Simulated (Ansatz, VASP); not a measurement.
**F in VASP and in Ansatz**

```
CELL_PARAMETERS angstrom
0.00000 2.21861 2.21861
2.21861 0.00000 2.21861
2.21861 2.21861 0.00000
ATOMIC_POSITIONS crystal
F 0.87500 0.87500 0.87500
F 0.12500 0.12500 0.12500
```

Alike in both runs: functional PBE; k mesh 14 × 14 × 14; occupations fermi-dirac, width 0.08 eV; no spin polarisation.

Ansatz relaxed the structure, and its values are those at the end. VASP's run is a single point on that final structure, the one shown.

|  | VASP | Ansatz |
| --- | --- | --- |
| version | VASP 6.6.1 | Ansatz 0.2.0 |
| potentials or method | VASP PAW PBE potentials, release 64 (F) | PAW with Ansatz's default frozen-core files, scalar-relativistic |
| plane-wave cutoff (eV) | 520 | 420 |
| valence electrons in the cell | 14 | 14 |

|  | VASP | Ansatz | Ansatz less VASP |
| --- | --- | --- | --- |
| pressure (GPa) | 22.5 | 23.0 | +0.55 |

Caveats: so large a pressure means that the cell lies far from this level's equilibrium, or that cutoff or potentials fall short (VASP).
